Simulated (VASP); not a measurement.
A run of VASP 6.6.1 is set up as follows.

INCAR

```
  PREC = Accurate
  ENCUT = 520
  EDIFF = 1E-7
  ISMEAR = 0
  SIGMA = 0.01
  LREAL = False
  LASPH = True
  NELM = 100
  ALGO = Fast
  ISIF = 2
  LWAVE = False
  LCHARG = False
  GGA = PE
  NBANDS = 16
```

KPOINTS

```
Automatic mesh
0
Gamma
  5 5 5
```

File POSCAR:

```
CdSe
1.0
    0.0000000000      2.8739580000      2.8739580000
    2.8739580000      0.0000000000      2.8739580000
    2.8739580000      2.8739580000      0.0000000000
Cd Se
1 1
Direct
    0.0000000000      0.0000000000      0.0000000000
    0.5000000000      0.5000000000      0.5000000000
```

Potentials or basis: VASP PAW PBE potentials, release 64 (Cd, Se).

Run with:

```console
$ cat potpaw_PBE.64/Cd/POTCAR potpaw_PBE.64/Se/POTCAR > POTCAR
$ mpirun -np 1 vasp_std > vasp.out
```

Q: Estimate the pressure.

A: 0.1 GPa.

Q: Estimate the band gap on the k mesh.

A: 0.04 eV, indirect (least direct gap 0.66 eV).

Caveat: an odd mesh through Γ misses points on the zone boundary, where band edges often lie.
